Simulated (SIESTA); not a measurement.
Crystal: MgO.

```
CELL_PARAMETERS angstrom
0.00000 2.09700 2.09700
2.09700 0.00000 2.09700
2.09700 2.09700 0.00000
ATOMIC_POSITIONS crystal
Mg 0.00000 0.00000 0.00000
O 0.50000 0.50000 0.50000
```

The cell is a database's computed one.

Base run:

* Program: SIESTA 5.4.2
* Functional: PBE
* Potentials or basis: Ansatz (PBE files)
* Basis: DZP (energy shift 0.003 Ry; two zetas on semicore shells)
* Grid cutoff: 800 Ry
* Energy shift: 0.003 Ry
* k mesh: 11 × 11 × 11
* Occupations: fermi-dirac, width 0.05 eV
* Spin: no spin polarisation

Its results: band gap on the k mesh 4.73 eV, direct; pressure 9.1 GPa.

Task: The run is repeated on the same cell with these changes: functional from PBE to AM05; potentials or basis from Ansatz (PBE files) to PseudoDojo 0.4 standard (PBEsol files). What comes out?

Result: Band gap on the k mesh 4.70 eV, direct; pressure 6.6 GPa.

Caveats: the basis of atomic orbitals isn't converged, which shifts pressures, moduli and gaps; the potentials were made for another functional, which shifts forces and pressure (some runs).
